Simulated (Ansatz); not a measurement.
Crystal: MnO.

```
Mn O
1.0
     3.37170    0.00000    0.00000
    -1.68585    2.91998    0.00000
     0.00000    0.00000    5.38550
Mn O
2 2
Cartesian
  0.0000 1.9467 0.0590
  1.6859 0.9733 2.7518
  0.0000 1.9467 2.0221
  1.6859 0.9733 4.7148
```

Measurements of this composition are mostly on another form, of space group No. 225.

Program: Ansatz 0.2.0. Alike in all runs: task single point; potentials or basis Ansatz PAW; cell as given; k mesh 6 × 6 × 4; cutoff (eV) 420; smearing gaussian 0.05 eV.

**Question.** Order these runs on this cell by their pressure, lowest first.
A. level PBEsol+U; spin off; U Mn d U = 7 eV; hubbard projectors ortho-atomic (the default); double counting fll (the default)
B. level PBEsol; spin collinear, ferromagnetic start; fixed moment (μB) 4
C. level PBE+U; spin collinear, ferromagnetic start; U Mn d U = 2 eV; fixed moment (μB) 3; hubbard projectors ortho-atomic (the default); double counting fll (the default)

**Answer.** A (-21.2 GPa), B (-16.0 GPa), C (-1.4 GPa).

Caveats: the PAW data sets come from PBE, with cores solved anew for the run's functional, which leaves a small shift of forces and pressure (some runs); the total moment is fixed, so each spin has its own Fermi level (some runs); the starting moments weren't kept (some runs); the thresholds are loose for stress (some runs); U without spin polarisation on a metal has little footing (some runs); the magnetic or orbital state may not be the lowest (some runs).
